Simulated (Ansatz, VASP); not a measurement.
# One calculation of CuAu, two programs

File POSCAR:

```
CuAu
1.0
    2.7727616977      0.0000000000      0.0000000000
    0.0000000000      2.7727616977      0.0000000000
    0.0000000000      0.0000000000      3.6351965976
Au Cu
1 1
Direct
    0.0000000000      0.0000000000      0.0000000000
    0.5000000000      0.5000000000      0.5000000000
```

INCAR.step1

```
SYSTEM = CuAu
PREC = Accurate
ENCUT = 520
ISMEAR = -1
SIGMA = 0.05
LREAL = .False.
LASPH = .True.
NELM = 80
NBANDS = 18
GGA = PE
ALGO = Normal
EDIFF = 1E-4
LWAVE = .True.
LCHARG = .False.
```

File INCAR.step2:

```
SYSTEM = CuAu
PREC = Accurate
ENCUT = 520
EDIFF = 1E-6
ISMEAR = -1
SIGMA = 0.05
LREAL = .False.
LASPH = .True.
NELM = 80
ALGO = Normal
ISIF = 2
LWAVE = .False.
LCHARG = .False.
METAGGA = R2SCAN
LMIXTAU = .True.
NBANDS = 18
ISTART = 1
```

File KPOINTS:

```
Automatic mesh
0
Gamma
  9 9 7
  0 0 0
```

Contents of input.yaml:

```yaml
crystal:
  lattice:
    - [2.7727616977, 0.0, 0.0]
    - [0.0, 2.7727616977, 0.0]
    - [0.0, 0.0, 3.6351965976]
  atoms:
    - { symbol: Au, position: [0.0, 0.0, 0.0] }
    - { symbol: Cu, position: [0.5, 0.5, 0.5] }
hamiltonian:
  xc: r2scan
  pseudopotentials: { kind: paw }
kpoints:
  mp_grid: { grid: [9, 9, 7] }
scf:
  occupations: { method: fermi_dirac, width: 0.05 }
output:
  forces: true
  stress: true
  eigenvalues: true
```

Alike in both runs: task single point; functional r2SCAN; k mesh 9 × 9 × 7; occupations fermi-dirac, width 0.05 eV; no spin polarisation.

|  | VASP | Ansatz |
| --- | --- | --- |
| version | VASP 6.6.1 | Ansatz 0.2.0 |
| potentials or method | VASP PAW PBE potentials, release 64 (Au, Cu) | Ansatz PAW |
| plane-wave cutoff (eV) | 520 | 500 |
| valence electrons in the cell | 22 | 38 |

Ansatz gave:

```
gap on the k mesh at the Fermi level (eV)       : none
pressure (GPa)                                  : 6.8
largest component of the traceless stress (GPa) : 0.97
```

Task: Which values does VASP return?

Result: gap on the k mesh at the Fermi level (eV): none; pressure (GPa): 7.0; largest component of the traceless stress (GPa): 0.96.

A gap of «none» marks a metal or a gap that the smearing closes. The functional is the same, so the differences come from potentials, cutoffs and numerics. The two sets of potentials don't hold the same shells in valence.

Caveats: the PAW data sets were made with another functional, which shifts forces and pressure a little (VASP); the PAW data sets come from PBE, with cores solved anew for the run's functional, which leaves a small shift of forces and pressure (Ansatz). Spin-orbit coupling is left out, which matters for the levels of Au.
